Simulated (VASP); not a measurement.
# Mo (Im-3m) in VASP: a series of runs

The runs below take Mo through relaxation of cell and atoms, with LDA.

Everything below comes from runs of VASP 6.6.1. Logs are shortened: lines on timing, memory, paths and dates and some standing lists are left out, and cuts for length are marked.

### Step 1. The crystal as given

Symmetry: Im-3m, No. 229, cubic system. Conventional cell: a = 3.147 Å, b = 3.147 Å, c = 3.147 Å, α = 90.00°, β = 90.00°, γ = 90.00°. Mo (site symmetry m-3m) has 8 Mo at 2.73 Å as nearest neighbours.

### Step 2. Relaxation of cell and atoms, LDA

Contents of INCAR:

```
SYSTEM = Mo
  ALGO = Normal
  EDIFF = 1E-6
  EDIFFG = -0.01
  ENCUT = 600
  GGA = CA
  IBRION = 2
  ISIF = 3
  ISMEAR = 1
  LASPH = .TRUE.
  LCHARG = .FALSE.
  LREAL = .FALSE.
  LWAVE = .FALSE.
  NELM = 80
  NSW = 90
  PREC = Accurate
  SIGMA = 0.1
```

Contents of KPOINTS:

```
k-points
0
G
  16 16 16
  0 0 0
```

Contents of POSCAR:

```
Mo
1.0
   -1.5734150000      1.5734150000      1.5734150000
    1.5734150000     -1.5734150000      1.5734150000
    1.5734150000      1.5734150000     -1.5734150000
Mo
1
Direct
    0.0000000000      0.0000000000      0.0000000000
```

Potentials or basis: VASP PAW LDA potentials, release 64 (Mo_sv).

Started as:

```bash
cat potpaw_LDA.64/Mo_sv/POTCAR > POTCAR
mpirun -np 1 vasp_std > vasp.out
```

OUTCAR:

```text
SYSTEM = Mo
   EDIFF = 1E-6
   EDIFFG = -0.01
   ENCUT = 600
   GGA = CA
   IBRION = 2
   ISIF = 3
   ISMEAR = 1
   LASPH = .TRUE.
   LREAL = .FALSE.
   NELM = 80
   NSW = 90
   PREC = Accurate

 ion  position               nearest neighbor table
   1  0.000  0.000  0.000-

  LATTYP: Found a body centered cubic cell.
 ALAT       =     3.1468300000

  Lattice vectors:

 A1 = (  -1.5734150000,   1.5734150000,   1.5734150000)
 A2 = (   1.5734150000,  -1.5734150000,   1.5734150000)
 A3 = (   1.5734150000,   1.5734150000,  -1.5734150000)

Analysis of symmetry for initial positions (statically):
=====================================================================
 Subroutine PRICEL returns:
 Original cell was already a primitive cell.

 Routine SETGRP: Setting up the symmetry group for a
 body centered cubic supercell.

 Subroutine GETGRP returns: Found 48 space group operations
 (whereof 48 operations were pure point group operations)
 out of a pool of 48 trial point group operations.

The static configuration has the point symmetry O_h .

Analysis of symmetry for dynamics (positions and initial velocities):
=====================================================================
 Subroutine PRICEL returns:
 Original cell was already a primitive cell.

 Routine SETGRP: Setting up the symmetry group for a
 body centered cubic supercell.

 Subroutine GETGRP returns: Found 48 space group operations
 (whereof 48 operations were pure point group operations)
 out of a pool of 48 trial point group operations.

The dynamic configuration has the point symmetry O_h .

 Subroutine INISYM returns: Found 48 space group operations
 (whereof 48 operations are pure point group operations),
 and found     1 'primitive' translations

----------------------------------------------------------------------------------------

                                     Primitive cell

  volume of cell :      15.5808

  direct lattice vectors                    reciprocal lattice vectors
    -1.573415000  1.573415000  1.573415000     0.000000000  0.317780115  0.317780115
     1.573415000 -1.573415000  1.573415000     0.317780115  0.000000000  0.317780115
     1.573415000  1.573415000 -1.573415000     0.317780115  0.317780115  0.000000000

  length of vectors
     2.725234721  2.725234721  2.725234721     0.449408949  0.449408949  0.449408949

  position of ions in fractional coordinates (direct lattice)
     0.000000000  0.000000000  0.000000000

  ion indices of the primitive-cell ions
   primitive index   ion index
                 1           1

----------------------------------------------------------------------------------------

 KPOINTS: k-points

Automatic generation of k-mesh.
 Grid dimensions read from file:
 generate k-points for:   16   16   16

 Generating k-lattice:

  Cartesian coordinates                     Fractional coordinates (reciprocal lattice)
     0.000000000  0.019861257  0.019861257     0.062500000  0.000000000  0.000000000
     0.019861257  0.000000000  0.019861257     0.000000000  0.062500000  0.000000000
     0.019861257  0.019861257  0.000000000     0.000000000  0.000000000  0.062500000

  Length of vectors
     0.028088059  0.028088059  0.028088059

  Shift w.r.t. Gamma in fractional coordinates (k-lattice)
     0.000000000  0.000000000  0.000000000

 Subroutine IBZKPT returns following result:
 ===========================================

 Found    145 irreducible k-points:

 Following reciprocal coordinates:
            Coordinates               Weight
  0.000000  0.000000  0.000000      1.000000
  0.062500  0.000000  0.000000     12.000000
  0.125000  0.000000  0.000000     12.000000
  0.187500  0.000000  0.000000     12.000000
  0.250000  0.000000  0.000000     12.000000
  0.312500  0.000000  0.000000     12.000000
[... 16 lines left out ...]
  0.187500  0.187500  0.000000     24.000000
  0.250000  0.187500  0.000000     48.000000
 [... further k-points ...]
   k-points           NKPTS =    145   k-points in BZ     NKDIM =    145   number of bands    NBANDS=     11
   number of dos      NEDOS =    301   number of ions     NIONS =      1
   total plane-waves  NPLWV =  13824
   dimension x,y,z NGX =    24 NGY =   24 NGZ =   24
   dimension x,y,z NGXF=    48 NGYF=   48 NGZF=   48
   ions per type =               1
   NGX,Y,Z   is equivalent  to a cutoff of  14.64, 14.64, 14.64 a.u.
   NGXF,Y,Z  is equivalent  to a cutoff of  29.28, 29.28, 29.28 a.u.
 SYSTEM =  Mo
   PREC   = accura    normal or accurate (medium, high low for compatibility)
   ISTART =      0    job   : 0-new  1-cont  2-samecut
   ICHARG =      2    charge: 1-file 2-atom 10-const
   ISPIN  =      1    spin polarized calculation?
   LNONCOLLINEAR =      F non collinear calculations
   LSORBIT =      F    spin-orbit coupling
   LASPH  =      T    aspherical Exc in radial PAW
   ENCUT  =  600.0 eV  44.10 Ry    6.64 a.u.   5.44  5.44  5.44*2*pi/ulx,y,z
   NELM   =     80;   NELMIN=  2; NELMDL= -5     # of ELM steps
   EDIFF  = 0.1E-05   stopping-criterion for ELM
   LREAL  =      F    real-space projection
   EDIFFG = -.1E-01   stopping-criterion for IOM
   NSW    =     90    number of steps for IOM
   IBRION =      2    ionic relax: 0-MD 1-quasi-New 2-CG
   NFREE  =      1    steps in history (QN), initial steepest desc. (CG)
   ISIF   =      3    stress and relaxation
   ISYM   =      2    0-nonsym 1-usesym 2-fastsym
   POTIM  = 0.5000    time-step for ionic-motion
   TEBEG  =    0.0;   TEEND  =   0.0 temperature during run
   PSTRESS=    0.0 pullay stress
   NELECT =      14.0000    total number of electrons
   NUPDOWN=      -1.0000    fix difference up-down
   EMIN   =  10.00;   EMAX   =-10.00  energy-range for DOS
   EFERMI =   0.00;   METHOD = LEGACY
   ISMEAR =     1;   SIGMA  =   0.10  broadening in eV -4-tet -1-fermi 0-gaus
   EFERMI_NEDOS =   21; number of points for ismear=-14 and -15
   IALGO  =     38    algorithm
   IMIX   =      4    mixing-type and parameters
     AMIX     =   0.40;   BMIX     =  1.00
     AMIX_MAG =   1.60;   BMIX_MAG =  1.00
  volume/ion in A,a.u.               =      15.58       105.14
  Fermi-wavevector in a.u.,A,eV,Ry     =   1.579747  2.985289 33.954710  2.495601
  Thomas-Fermi vector in A             =   2.680079
   LORBIT       =      0    0 simple, 1 ext, 2 COOP (PROOUT), +10 PAW based schemes
   GGA     = CA    functional components
   LHFCALC =     F    Hartree Fock is set to
   AEXX    =    0.0000 exact exchange contribution
   IVDW    =     0    specifies the selected vdW correction
   LEPSILON=     F    determine dielectric tensor
   LRPA    =     F    only Hartree local field effects (RPA)
 conjugate gradient relaxation of ions
 non-spin polarized calculation
 Methfessel and Paxton  Order N= 1 SIGMA  =   0.10
  energy-cutoff  :      600.00
  volume of cell :       15.58
 maximum number of plane-waves:       537
 NGX is ok and might be reduce to    24
   NGX = 11   NGY = 11   NGZ = 11

--------------------------------------- Ionic step        1  -------------------------------------------

 number of electron      14.0000002 magnetization

 Free energy of the ion-electron system (eV)
  ---------------------------------------------------
  ext. energy  EPLUGINS =         0.00000000
  ---------------------------------------------------
  free energy    TOTEN  =       -12.12388013 eV

  energy without entropy =      -12.12443515  energy(sigma->0) =      -12.12406514

------------------------ aborting loop because EDIFF is reached ----------------------------------------

  FORCE on cell =-STRESS in cart. coord.  units (eV):
  Direction    XX          YY          ZZ          XY          YZ          ZX
  --------------------------------------------------------------------------------------
  -------------------------------------------------------------------------------------
  Total       -0.8139560     -0.8139560     -0.8139560      0.0000000      0.0000000      0.0000000
  in kB      -83.6992658    -83.6992658    -83.6992658      0.0000000      0.0000000      0.0000000
  external PRESSURE =     -83.6992658 kB  Pullay stress =       0.0000000 kB

 VOLUME and BASIS-vectors are now :
 -----------------------------------------------------------------------------
  energy-cutoff  :      600.00
  volume of cell :       15.58
      direct lattice vectors                 reciprocal lattice vectors
    -1.573415000  1.573415000  1.573415000     0.000000000  0.317780115  0.317780115
     1.573415000 -1.573415000  1.573415000     0.317780115  0.000000000  0.317780115
     1.573415000  1.573415000 -1.573415000     0.317780115  0.317780115  0.000000000
[... 71 lines left out ...]
 POSITION                                       TOTAL-FORCE (eV/Angst)
 -----------------------------------------------------------------------------------
      0.00000      0.00000      0.00000        -0.000000      0.000000      0.000000
 -----------------------------------------------------------------------------------
    total drift:                                0.000000      0.000000      0.000000

  FREE ENERGIE OF THE ION-ELECTRON SYSTEM (eV)
  ---------------------------------------------------
  free  energy   TOTEN  =       -12.1363728567 eV

  energy  without entropy=      -12.1367162075  energy(sigma->0) =      -12.13648731

--------------------------------------- Ionic step        4  -------------------------------------------

 number of electron      13.9999999 magnetization

 Free energy of the ion-electron system (eV)
  ---------------------------------------------------
  ext. energy  EPLUGINS =         0.00000000
  ---------------------------------------------------
  free energy    TOTEN  =       -12.13638779 eV

  energy without entropy =      -12.13672167  energy(sigma->0) =      -12.13649908

 E-fermi :  13.0405     XC(G=0): -13.7909

 val. band max:       13.0321164565   @ k =  -0.1250   0.1250   0.1250
 cond. band min:      13.0621393808   @ k =   0.1875   0.0000   0.0000
 fundamental gap:      0.0300229243
 Fermi energy:        13.0405021589

 k-point     1 :       0.0000    0.0000    0.0000
  band No.  band energies     occupation
      1     -47.9202      2.00000
      2     -21.2785      2.00000
      3     -21.2785      2.00000
      4     -21.2785      2.00000
      5       5.6833      2.00000
      6      11.5803      2.00000
      7      11.5803      2.00000
      8      11.5803      2.00000
      9      14.7062     -0.00000
     10      14.7062     -0.00000
     11      27.8890      0.00000

 k-point     2 :       0.0625    0.0000    0.0000
  band No.  band energies     occupation
      1     -47.9087      2.00000
      2     -21.3433      2.00000
      3     -21.2983      2.00000
      4     -21.2790      2.00000
      5       5.8638      2.00000
      6      11.4771      2.00000
      7      11.5635      2.00000
      8      11.7510      2.00000
      9      14.5523     -0.00000
     10      14.7085     -0.00000
     11      28.0281      0.00000
[... 295 lines left out ...]
 k-point    24 :       0.2500    0.1875    0.0000
  band No.  band energies     occupation
      1     -47.6461      2.00000
      2     -22.5186      2.00000
      3     -21.7925      2.00000
      4     -21.4162      2.00000
      5       8.7063      2.00000
      6       9.9649      2.00000
      7      11.1972      2.00000
      8      14.1260     -0.00000
      9      15.5301      0.00000
     10      17.8973      0.00000
     11      26.5586      0.00000

 [... further k-points ...]

------------------------ aborting loop because EDIFF is reached ----------------------------------------

  FORCE on cell =-STRESS in cart. coord.  units (eV):
  Direction    XX          YY          ZZ          XY          YZ          ZX
  --------------------------------------------------------------------------------------
  -------------------------------------------------------------------------------------
  Total       -0.0035371     -0.0035371     -0.0035371      0.0000000      0.0000000     -0.0000000
  in kB       -0.3749085     -0.3749085     -0.3749085      0.0000000      0.0000000     -0.0000000
  external PRESSURE =      -0.3749085 kB  Pullay stress =       0.0000000 kB

 VOLUME and BASIS-vectors are now :
 -----------------------------------------------------------------------------
  energy-cutoff  :      600.00
  volume of cell :       15.12
      direct lattice vectors                 reciprocal lattice vectors
    -1.557598588  1.557598588  1.557598588     0.000000000  0.321006968  0.321006968
     1.557598588 -1.557598588  1.557598588     0.321006968  0.000000000  0.321006968
     1.557598588  1.557598588 -1.557598588     0.321006968  0.321006968  0.000000000

 POSITION                                       TOTAL-FORCE (eV/Angst)
 -----------------------------------------------------------------------------------
      0.00000      0.00000      0.00000         0.000000      0.000000     -0.000000
 -----------------------------------------------------------------------------------
    total drift:                                0.000000      0.000000      0.000000

  FREE ENERGIE OF THE ION-ELECTRON SYSTEM (eV)
  ---------------------------------------------------
  free  energy   TOTEN  =       -12.1363877860 eV

  energy  without entropy=      -12.1367216663  energy(sigma->0) =      -12.13649908

 reached required accuracy - stopping structural energy minimisation
```

It took 42 s on 1 thread of Intel Xeon Platinum 8488C (Sapphire Rapids), shared host; peak memory 0.16 GiB.

Results:

- Free energy: -12.1364 eV
- Relaxed volume: 15.12 Å³/atom
- Relaxed cell: a = 2.698 Å, b = 2.698 Å, c = 2.698 Å, α = 109.47°, β = 109.47°, γ = 109.47°
- Space group after relaxing (to 0.05 Å): Im-3m (No. 229)
- Energy gained by relaxing: 12.5 meV/atom
- Ionic steps: 4
- Pressure after relaxing: 0.0 GPa
- Band gap on the k mesh: none (metal or under the smearing width)

The path:
| step | energy change (eV) | largest force (eV/Å) | pressure (GPa) | volume (Å³) |
| --- | --- | --- | --- | --- |
| 1 | 0.0000 | 0.0000 | -8.37 | 15.58 |
| 2 | 0.1053 | 0.0000 | 31.43 | 13.82 |
| 3 | -0.0125 | 0.0000 | -0.30 | 15.13 |
| 4 | -0.0125 | 0.0000 | -0.04 | 15.12 |

Final structure:
```cif
data_structure
_symmetry_space_group_name_H-M 'P 1'
_symmetry_Int_Tables_number 1
_cell_length_a 2.6978
_cell_length_b 2.6978
_cell_length_c 2.6978
_cell_angle_alpha 109.471
_cell_angle_beta 109.471
_cell_angle_gamma 109.471
_cell_volume 15.12
loop_
_atom_site_label
_atom_site_type_symbol
_atom_site_fract_x
_atom_site_fract_y
_atom_site_fract_z
_atom_site_occupancy
Mo1 Mo 0.00000 0.00000 0.00000 1
```

LDA usually gives volumes a few per cent too small. Zero-point motion and thermal expansion aren't in these numbers.

### Step 3. Relaxation of cell and atoms, LDA

This run uses another cell than the first one, of 15.12 Å³/atom, 0.970 times its volume.

INCAR: that of step 2 with these lines changed.

```diff
@@ -2,4 +2,4 @@
   ALGO = Normal
-  EDIFF = 1E-6
-  EDIFFG = -0.01
+  EDIFF = 1E-7
+  EDIFFG = -0.005
   ENCUT = 600
```

KPOINTS is that of step 2.

Contents of POSCAR:

```
Mo                                      
1.0
   -1.5575985875      1.5575985875      1.5575985875
    1.5575985875     -1.5575985875      1.5575985875
    1.5575985875      1.5575985875     -1.5575985875
  Mo            
     1
Direct
     0.0000000000000000    0.0000000000000000    0.0000000000000000
```

Potentials or basis: VASP PAW LDA potentials, release 64 (Mo_sv).

Started as:

```bash
cat potpaw_LDA.64/Mo_sv/POTCAR > POTCAR
mpirun -np 1 vasp_std > vasp.out
```

It took 13 s on 1 thread of Intel Xeon Platinum 8488C (Sapphire Rapids), shared host; peak memory 0.14 GiB.

It converged, with:

* Free energy: -12.1360 eV
* Pressure after relaxing: -0.1 GPa
* Band gap on the k mesh: none (metal or under the smearing width)

Final structure:
```
Mo
1.0
    -1.55760    1.55760    1.55760
     1.55760   -1.55760    1.55760
     1.55760    1.55760   -1.55760
Mo
1
Direct
  0.00000 0.00000 0.00000
```

Levels at points of the mesh, in eV from the Fermi level:
```
           k point  band 5  band 6  band 7  band 8  band 9  band 10
(0.00, 0.00, 0.00)   -7.36   -1.46   -1.46   -1.46    1.67     1.67
(0.50, 0.00, 0.00)   -5.56   -3.60    1.72    1.79    2.37     5.00
(0.50, 0.50, 0.50)   -5.75   -5.75    4.19    4.19    4.19     9.29
```

Caveat: the relaxation stopped at its first step, so nothing moved.
